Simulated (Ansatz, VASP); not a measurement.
## One calculation of Ge, two programs

The input INCAR:

```
SYSTEM = Ge
  PREC = Accurate
  ENCUT = 520
  EDIFF = 1E-7
  ISMEAR = -1
  SIGMA = 0.08
  LREAL = .FALSE.
  LASPH = .TRUE.
  NELM = 100
  ALGO = Normal
  ISIF = 2
  LWAVE = .FALSE.
  LCHARG = .FALSE.
  NBANDS = 13
```

The input KPOINTS:

```
Automatic mesh
0
G
  15 15 15
  0 0 0
```

Contents of POSCAR:

```
Ge
1.0
    2.2045705842      0.0000000000      0.0000000000
    0.0000000000      2.2045705842      0.0000000000
    0.0000000000      0.0000000000      2.2045705842
Ge
1
Direct
    0.0000000000      0.0000000000      0.0000000000
```

Input for Ansatz:

```yaml
crystal:
  lattice:
    - [2.2045705842, 0.0, 0.0]
    - [0.0, 2.2045705842, 0.0]
    - [0.0, 0.0, 2.2045705842]
  atoms:
    - { symbol: Ge, position: [0.0, 0.0, 0.0] }
kpoints:
  mp_grid: { grid: [15, 15, 15] }
scf:
  occupations: { method: fermi_dirac, width: 0.08 }
hamiltonian:
  xc: lda
  pseudopotentials: { kind: all_electron, lapw: { basis_error: 0.001 } }
output:
  forces: true
  stress: true
  eigenvalues: true
  populations: true
```

Change from the starting cell: volume scaled by 0.58, LAPW.

Alike in both runs: task single point; functional LDA; k mesh 15 × 15 × 15; occupations fermi-dirac, width 0.08 eV; no spin polarisation.

|  | VASP | Ansatz |
| --- | --- | --- |
| version | VASP 6.6.1 | Ansatz 0.2.0 |
| potentials or method | VASP PAW LDA potentials, release 64 (Ge_d) | all-electron LAPW, scalar-relativistic |
| plane-wave cutoff (eV) | 520 | see its input |

```tsv
	VASP	Ansatz	Ansatz less VASP
pressure (GPa)	160.6	158.7	-1.94
```

Ansatz ran all-electron here, so the differences hold the error of VASP's frozen core and of both bases.

Caveats: the cell as given lies far from equilibrium; so large a pressure means that the cell lies far from this level's equilibrium, or that cutoff or potentials fall short (VASP).
